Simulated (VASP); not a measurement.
Cr, 1 atom in the cell. The structure is cubic, space group Im-3m (No. 229). Conventional cell: a = 2.820 Å, b = 2.820 Å, c = 2.820 Å, α = 90.00°, β = 90.00°, γ = 90.00°. Cr (site symmetry m-3m) has 8 Cr at 2.44 Å as nearest neighbours. The cell was built by a generator and needn't be a form met in nature.

* Program: VASP 6.6.1
* Task: electrostatic potential
* Functional: PBE
* Dispersion: D3(BJ)
* Potentials or basis: VASP PAW PBE potentials, release 64 (Cr_pv)
* Cutoff: 520 eV
* k mesh: 20 × 20 × 20
* Occupations: methfessel-paxton, width 0.1 eV
* Spin: no spin polarisation
* Further INCAR settings: ALGO = Normal; EDIFF = 1e-07

Potentials or basis: VASP PAW PBE potentials, release 64 (Cr_pv).

The run is started by

```sh
$ cat potpaw_PBE.64/Cr_pv/POTCAR > POTCAR
$ mpirun -np 1 vasp_std > vasp.out
```

Hardware: 1 thread of Intel(R) Xeon(R) 6975P-C (Granite Rapids), with other jobs on the host.

Question: How long does it take, and how much memory?

Answer: It took 10 s on 1 thread of Intel(R) Xeon(R) 6975P-C (Granite Rapids) (shared host), peak memory 0.15 GiB. Counts: scf iterations 13, k points 256.
